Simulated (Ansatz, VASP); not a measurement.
## NaI: VASP beside Ansatz

INCAR

```
ALGO     = Normal         # electronic algorithm
EDIFF    = 1E-7           # SCF threshold, eV
ENCUT    = 520            # plane-wave cutoff, eV
GGA      = PS             # functional
ISIF     = 2              # what is computed and relaxed
ISMEAR   = 0              # smearing method
LASPH    = T              # aspherical terms in the spheres
LCHARG   = F              # write CHGCAR
LREAL    = F              # projectors in reciprocal space
LWAVE    = F              # write WAVECAR
NBANDS   = 14             # bands
NELM     = 100            # most SCF steps
PREC     = Accurate       # precision mode
SIGMA    = 0.05           # smearing width, eV
```

The input KPOINTS:

```
k-points
0
Gamma
  6 6 6
```

POSCAR

```
NaI
1.0
    0.0000000000      3.2364000000      3.2364000000
    3.2364000000      0.0000000000      3.2364000000
    3.2364000000      3.2364000000      0.0000000000
Na I
1 1
Direct
    0.0000000000      0.0000000000      0.0000000000
    0.5193115808      0.4806884192      0.5193115808
```

Input for Ansatz:

```yaml
crystal:
  lattice:
    - [0.0, 3.2364, 3.2364]
    - [3.2364, 0.0, 3.2364]
    - [3.2364, 3.2364, 0.0]
  atoms:
    - { symbol: Na, position: [0.0, 0.0, 0.0] }
    - { symbol: I, position: [0.5193115808, 0.4806884192, 0.5193115808] }
basis:
  ecutwfc: 420
kpoints:
  mp_grid: { grid: [6, 6, 6] }
hamiltonian:
  xc: pbesol
scf:
  occupations: { method: gaussian, width: 0.05 }
output:
  forces: true
  stress: true
  eigenvalues: true
```

Change from the starting cell: all I atoms moved +0.125 Å, as atom 2 along Cartesian [0 1 0].

Alike in both runs: task single point; functional PBEsol; k mesh 6 × 6 × 6; occupations gaussian, width 0.05 eV; no spin polarisation.

|  | VASP | Ansatz |
| --- | --- | --- |
| version | VASP 6.6.1 | Ansatz 0.2.0 |
| potentials or method | VASP PAW PBE potentials, release 64 (Na_pv, I) | scalar-relativistic, plane waves, PAW |
| plane-wave cutoff (eV) | 520 | 420 |
| valence electrons in the cell | 14 | 26 |

```tsv
	VASP	Ansatz	Ansatz less VASP
gap on the k mesh at the Fermi level (eV)	3.51	3.51	+0.004
least direct gap on the mesh (eV)	3.51	3.51	+0.004
pressure (GPa)	-0.4	-0.4	-0.03
largest component of the traceless stress (GPa)	0.19	0.19	-0.002
rms of the force components (eV/Å)	0.065	0.064	-0.0010
```

Atom by atom the forces differ by 0.001 eV/Å (rms over components). The two sets of potentials don't hold the same shells in valence.

Caveats: the PAW data sets were made with another functional, which shifts forces and pressure a little (VASP); spin-orbit coupling is left out, which moves the levels of the heavy elements.
